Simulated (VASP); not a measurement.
C: relaxation of cell and atoms with PBEsol

Slab: C, a slab with vacuum.

```
C
1.0
     2.45994    0.00000    0.00000
    -1.22997    2.13037    0.00000
     0.00000    0.00000   18.00000
C
2
Direct
  0.00000 0.00000 0.50000
  0.66667 0.33333 0.50000
```

```
Program                : VASP 6.6.1
Task                   : relaxation of cell and atoms
Functional             : PBEsol
Potentials or basis    : VASP PAW PBE potentials, release 64 (C)
Cutoff                 : 600 eV
k mesh                 : 15 × 15 × 1
Occupations            : gaussian, width 0.03 eV
Spin                   : no spin polarisation
Further INCAR settings : ALGO = Normal; EDIFF = 1e-07; IBRION = 2; EDIFFG = -0.005; NSW = 90; ISIF = 3
```

The band gap on the k mesh is none (metal or under the smearing width).

Final structure:
```cif
data_structure
_symmetry_space_group_name_H-M 'P 1'
_symmetry_Int_Tables_number 1
_cell_length_a 2.4599
_cell_length_b 2.4599
_cell_length_c 18.0000
_cell_angle_alpha 90.000
_cell_angle_beta 90.000
_cell_angle_gamma 120.000
_cell_volume 94.33
loop_
_atom_site_label
_atom_site_type_symbol
_atom_site_fract_x
_atom_site_fract_y
_atom_site_fract_z
_atom_site_occupancy
C1 C 0.00000 0.00000 0.50000 1
C2 C 0.66667 0.33333 0.50000 1
```

Levels at points of the mesh, in eV from the Fermi level:
```tsv
k point	band 1	band 2	band 3	band 4	band 5	band 6	band 7	band 8
(0.00, 0.00, 0.00)	-19.54	-7.70	-3.00	-3.00	3.38	4.21	4.57	5.79
```

It took 20 s on 1 thread of Intel(R) Xeon(R) 6975P-C (Granite Rapids), on a shared host, peak memory 0.22 GiB.

Caveat: the relaxation stopped at its first step, so nothing moved.
